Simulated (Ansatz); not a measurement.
BaZrO₃ (cubic perovskite), relaxed with r2SCAN in the PAW code Ansatz. Space group Pm-3m (No. 221), cubic; conventional cell a = 4.205 Å, 14.87 Å³ an atom. Ba has 12 O at 2.97 Å; Zr has 6 O at 2.10 Å; O has 2 Zr at 2.10 Å and 4 Ba at 2.97 Å.

The axes x, y and z are those of this cell:
```
CELL_PARAMETERS angstrom
4.20536 0.00000 0.00000
0.00000 4.20536 0.00000
0.00000 0.00000 4.20536
ATOMIC_POSITIONS crystal
Ba 0.00000 0.00000 0.00000
Zr 0.50000 0.50000 0.50000
O 0.50000 0.50000 0.00000
O 0.50000 0.00000 0.50000
O 0.00000 0.50000 0.50000
```

Unstrained: The PBE gap is indirect, 3.217 eV (R to Γ), below the direct gap of 3.424 eV at Γ. With r2SCAN the valence top lies at R and the conduction bottom at Γ, 3.731 eV higher; the smallest vertical gap, at Γ, is 3.959 eV. The HSE06 gap is indirect, 4.686 eV (R to Γ), below the direct gap of 4.964 eV at Γ. Meshes: PBE 6×6×6, r2SCAN 6×6×6, HSE06 4×4×4. Strains are changes of length per length, and xy shears are angles. After each strain the atoms were relaxed again with r2SCAN within the symmetry that the strain leaves, so tilts or polar shifts that break it weren't tested; points keep the names that they have in the unstrained zone. The values are computed, spin-unpolarised, and not measurements.

(1) One strain changed the r2SCAN stress by xx +11.29, yy +11.29, zz +11.29 GPa (compression positive) and the gap by +0.137 eV (PBE), +0.155 eV (r2SCAN), +0.156 eV (HSE06). Which kind of strain was it, and roughly how large?

(2) Estimate what uniaxial -2.5 % along z, other directions held does to the gap.

(3) One strain changed the r2SCAN stress by xx +0.01, yy +0.01, zz +0.01, xy +1.36 GPa (compression positive) and the gap by -0.064 eV (PBE), -0.064 eV (r2SCAN), -0.069 eV (HSE06). Which kind of strain was it, and roughly how large?

(4) One strain changed the r2SCAN stress by xx -12.28, yy -3.79, zz -3.79 GPa (compression positive) and the gap by -0.223 eV (PBE), -0.235 eV (r2SCAN), -0.231 eV (HSE06). Which kind of strain was it, and roughly how large?

Answers

(1) Isotropic -2.0 % on every length. The pattern of the stress gives the kind; the size needs the stiffness, so it is an estimate.

(2) PBE: the gap goes from 3.217 to 3.183 eV (-0.034 eV). r2SCAN: the gap goes from 3.731 to 3.704 eV (-0.027 eV). HSE06: the gap goes from 4.686 to 4.662 eV (-0.024 eV). The r2SCAN energy rises by 10.0 meV an atom.

(3) Xy shear, engineering strain (angle) -1.5 %. The pattern of the stress gives the kind; the size needs the stiffness, so it is an estimate.

(4) Uniaxial +5.0 % along x, other directions held. The pattern of the stress gives the kind; the size needs the stiffness, so it is an estimate.

The runs are scalar-relativistic, without spin-orbit coupling.

The meshes of the hybrids are coarse, so their gaps aren't converged to the digits shown.
